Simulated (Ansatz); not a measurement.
# SiC (Moissanite 3C): the cost of one run

Program: Ansatz 0.2.0. Level of theory: DFT, levels as named, plane waves, PAW. These are calculated values, not measurements.

## Step 1: The structure to begin with

The structure is cubic, space group F-43m (No. 216). The conventional cell has a = 4.358 Å, b = 4.358 Å, c = 4.358 Å, α = 90.00°, β = 90.00°, γ = 90.00°. Si (site symmetry -43m) has 4 C at 1.89 Å as nearest neighbours. Around C (site symmetry -43m) lie 4 Si at 1.89 Å.

Structure file:

```xyz
2
Lattice="0.0000 2.1790 2.1790 2.1790 0.0000 2.1790 2.1790 2.1790 0.0000" Properties=species:S:1:pos:R:3 pbc="T T T"
Si    0.0000    0.0000    0.0000
C     1.0895    1.0895    1.0895
```

## Step 2: Relaxation with PBE

input.yaml

```yaml
crystal:
  lattice:
    - [0.0, 2.179, 2.179]
    - [2.179, 0.0, 2.179]
    - [2.179, 2.179, 0.0]
  atoms:
    - { symbol: Si, position: [0.0, 0.0, 0.0] }
    - { symbol: C, position: [0.25, 0.25, 0.25] }
  symmetry: { tolerance: 0.0003 }
hamiltonian:
  xc: pbe
  pseudopotentials: { kind: paw, azcp: { folder: soft_1 } }
basis:
  ecutwfc: 420
magnetization:
  spin_polarized: false
scf:
  occupations: { method: fermi_dirac, width: 0.02 }
kpoints:
  mp_grid: { grid: [10, 10, 10], shift: [0, 0, 0] }
output:
  forces: true
  stress: true
  eigenvalues: true
relax:
  max_steps: 60
  cell: {}
```

Run with:

```sh
$ ansatz run input.yaml --threads 2 --pin off --max-ram 5632MiB --backend cpu --events-out ev --progress --plain --runs-dir out
```

What time and memory should one allow on 2 threads of Intel Xeon Platinum 8488C (Sapphire Rapids), shared host?

About 4 s, with a peak of 0.3 GiB.
